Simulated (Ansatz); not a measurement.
## As in Ansatz: the effect of functional

As:

```
As
1.0
     1.83709   -5.53642    0.00000
     1.83709    5.53642    0.00000
     0.00000    0.00000    4.49960
As
4
Direct
  0.39000 0.61000 0.56000
  0.89000 0.11000 0.94000
  0.61000 0.39000 0.44000
  0.11000 0.89000 0.06000
```

This isn't the form of As at room conditions, which is rhombohedral.

The cell isn't the ideal one: volume scaled by 1.02.

Alike in all runs:

- Program: Ansatz 0.2.0
- Task: single point
- Potentials or basis: Ansatz PAW
- k mesh: 8 × 8 × 6
- Occupations: fermi-dirac, width 0.05 eV
- Spin: no spin polarisation

```csv
functional,cutoff,gap on the mesh (eV),pressure (GPa),largest force (eV/Å)
LDA,420 eV (not typed: the program's choice for these potentials),?,?,?
PBEsol,420 eV (not typed: the program's choice for these potentials),0.05,-1.6,0.21
r2SCAN,500 eV (not typed: the program's choice for these potentials),0.17,-0.1,0.51
```

Problem. What does the run with functional LDA give?

Solution. gap on the mesh 0.05 eV; pressure -3.2 GPa; largest force 0.32 eV/Å.

Caveats: the PAW data sets come from PBE, with cores solved anew for the run's functional, which leaves a small shift of forces and pressure.

A k mesh can miss the band edges.
